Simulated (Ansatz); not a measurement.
Runs of Ansatz 0.2.0 on Ga. The structure is monoclinic, space group C2/c (No. 15). The conventional cell has a = 2.766 Å, b = 8.053 Å, c = 3.332 Å, α = 90.00°, β = 92.02°, γ = 90.00°. Around Ga (site symmetry 2) lie 8 Ga at 2.69 to 2.92 Å. This isn't the form of Ga at room conditions, which is orthorhombic.

```tsv
task	level	spin	cell	k mesh	smearing	points for each segment of the path	gap on the mesh (eV)	pressure (GPa)	largest force (eV/Å)
single point	PBE	off	as given	10 × 10 × 8	gaussian 0.011 eV	-	none	1.6	(b)
phonons	PBE	off	as given	7 × 7 × 6	fermi-dirac 0.05 eV	-	none	-	-
band structure	PBE	SOC, no magnetisation	as given	7 × 7 × 6	fermi-dirac 0.05 eV	14	none	(a)	0.15
relaxation of cell and atoms	PBEsol+D4	off	relaxed	10 × 10 × 8	fermi-dirac 0.05 eV	-	none	0.0	-
band structure	LDA	off	as given	10 × 10 × 8	fermi-dirac 0.05 eV	14	none	-4.0	0.18
```

Alike in all rows: potentials or basis Ansatz PAW; cutoff (eV) 420.

**Question.** Fill in the values left out.

**Answer.** (a) 2.1; (b) 0.22.

Caveats: the PAW data sets come from PBE, with cores solved anew for the run's functional, which leaves a small shift of forces and pressure (some runs); the plane-wave basis is chosen anew once the cell has moved, so the energies of steps on either side of that aren't comparable (some runs); pairwise dispersion overbinds metals, which lowers pressure and volume (some runs).

A k mesh can miss the band edges, and rows without SOC leave out spin-orbit coupling on Ga.

A gap of «none» marks a metal or a gap under the smearing width.
